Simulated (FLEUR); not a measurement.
# CdTe under changes of volume

One of the cells (32.922 Å³/atom); the others are scaled copies at fixed shape and fractional positions:

```xyz
2
Lattice="0.0000 3.2050 3.2050 3.2050 0.0000 3.2050 3.2050 3.2050 0.0000" Properties=species:S:1:pos:R:3 pbc="T T T"
Te    4.8075    4.8075    4.8075
Cd    0.0000    0.0000    0.0000
```

| Item | Value |
| --- | --- |
| Program | FLEUR MaX-R8.1 (later development tree) |
| Functional | LDA |
| Potentials or basis | all-electron |
| Basis | FLAPW |
| Kmax | 3.8 1/bohr |
| k mesh | 7 × 7 × 7 |
| Occupations | fermi-dirac, width 0.05 eV |
| Spin | no spin polarisation |

```tsv
volume (Å³/atom)	energy over the lowest point (meV/atom)	gap on the mesh (eV)
30.947	?	?
31.605	7.71	0.73
32.922	0.00	0.61
34.239	7.58	0.49
34.897	16.59	0.43
```

Question: What does the run at 30.947 Å³/atom give?

Answer: Energy over the lowest point 17.52 meV/atom; gap on the mesh 0.80 eV.

Worked out: A Birch-Murnaghan fit of order 2 (a polynomial in V^(-2/3)) to the other rows has its minimum at 32.88 Å³/atom with B0 = V·E''(V) = 47 GPa. It gives 18.52 meV/atom at 30.947 Å³/atom, against the run's 17.52. A straight line through the other rows of the gap, of slope -3.03 eV per unit of ln V (its deformation potential), extrapolates to 0.80 eV, against the run's 0.80.

Energies are extrapolated to zero smearing.

Caveats: the plane-wave cutoff is short for the semicore states, which can make moduli rough; spin-orbit coupling is left out, which moves the levels of the heavy elements.
